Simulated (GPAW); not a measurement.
A calculation with GPAW 26.7.0 of MgB2 (cli, structure from a POSCAR):

Contents of POSCAR:

```
MgB2
1.0
    3.0850000000      0.0000000000      0.0000000000
   -1.5425000000      2.6716883707      0.0000000000
    0.0000000000      0.0000000000      3.5230000000
Mg B
1 2
Direct
    0.0000000000      0.0000000000      0.0000000000
    0.6666666667      0.3333333333      0.5000000000
    0.3333333333      0.6666666667      0.5000000000
```

Potentials or basis: GPAW PAW data sets (gpaw-data 1.2.1), pw.

Launch:

```sh
$ OMP_NUM_THREADS=1 gpaw run POSCAR -p 'mode=PW(800),xc=PBE,kpts={size:(10,10,8),gamma:True},occupations={name:fermi-dirac,width:0.05},nbands=17,convergence={density:1e-05,energy:1e-05},maxiter=150,txt=gpaw.txt' --properties efs -w gs.gpw
```

Q: Write the same calculation in another form: ASE script, structure typed inline.

A: As run:

File run.py:

```python
from ase import Atoms
from ase.dft.bandgap import bandgap
from ase.io import write
from ase.units import GPa
from gpaw import GPAW, PW

atoms = Atoms(['Mg', 'B', 'B'],
              cell=[[3.085, 0.0, 0.0],
                    [-1.5425, 2.6716883707, 0.0],
                    [0.0, 0.0, 3.523]],
              scaled_positions=[[0.0, 0.0, 0.0],
                                [0.6666666667, 0.3333333333, 0.5],
                                [0.3333333333, 0.6666666667, 0.5]],
              pbc=True)

calc = GPAW(mode=PW(800),
            xc='PBE',
            kpts={'size': (10, 10, 8), 'gamma': True},
            occupations={'name': 'fermi-dirac', 'width': 0.05},
            nbands=17,
            convergence={'density': 1e-05, 'energy': 1e-05},
            maxiter=150,
            txt='gpaw.txt')
atoms.calc = calc
energy = atoms.get_potential_energy()
forces = atoms.get_forces()
stress = atoms.get_stress()
calc.write('gs.gpw')
write('result.traj', atoms)
print(f'Energy: {energy:.6f} eV')
print('Forces (eV/A):')
print(forces.round(4))
print('Stress (GPa):', (stress / GPa).round(3))
print('Fermi level:', round(calc.get_fermi_level(), 4), 'eV')
print(f'Gap: {bandgap(calc)[0]:.4f} eV, direct: {bandgap(calc, direct=True)[0]:.4f} eV')
```

Potentials or basis: GPAW PAW data sets (gpaw-data 1.2.1), pw.

Run with:

```bash
$ OMP_NUM_THREADS=1 python run.py
```

Both were run:

|  | cli, structure from a POSCAR | ASE script, structure typed inline |
| --- | --- | --- |
| Pressure | -1.2 GPa | -1.2 GPa |
| Band gap on the k mesh | none (metal or under the smearing width) | none (metal or under the smearing width) |

Keys that steer only the numerical path or the files written may differ.
